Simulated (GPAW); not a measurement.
Ge: changing the functional

Symmetry: Fmmm, No. 69, orthorhombic system. The conventional cell has a = 5.261 Å, b = 5.771 Å, c = 10.231 Å, α = 90.00°, β = 90.00°, γ = 90.00°. Ge (site symmetry m2m) is surrounded by 5 Ge at 2.61 to 2.73 Å. Ge (site symmetry mm2) is surrounded by 6 Ge at 2.71 to 2.96 Å.

This isn't the form of Ge at room conditions, which is diamond.

Kept alike: task band structure; k mesh 6 × 6 × 6; occupations fermi-dirac, width 0.05 eV; no spin polarisation. Program: GPAW, potentials by row: the program's PAW data sets (release 1.2.1) made for this functional (LDA); PAW data sets generated for this functional (PBEsol); GPAW PAW data sets (gpaw-data 1.2.1) (r2SCAN on files made for PBE), cutoff 600 eV. The mesh is that of the run's cell of 4 atoms. No spin-orbit coupling.

| functional | pressure (GPa) |
| --- | --- |
| LDA | -5.09 |
| PBEsol | -3.46 |
| r2SCAN | -2.56 |

Pressure is positive in compression; the values hold the error of the finite cutoff, so their zero can differ a little from the energy's minimum. For a metal such a mesh leaves the last digits unconverged.

**Question.** What does the functional change here?

**Answer.** The pressure runs from -5.09 (LDA) to -2.56 GPa (r2SCAN).
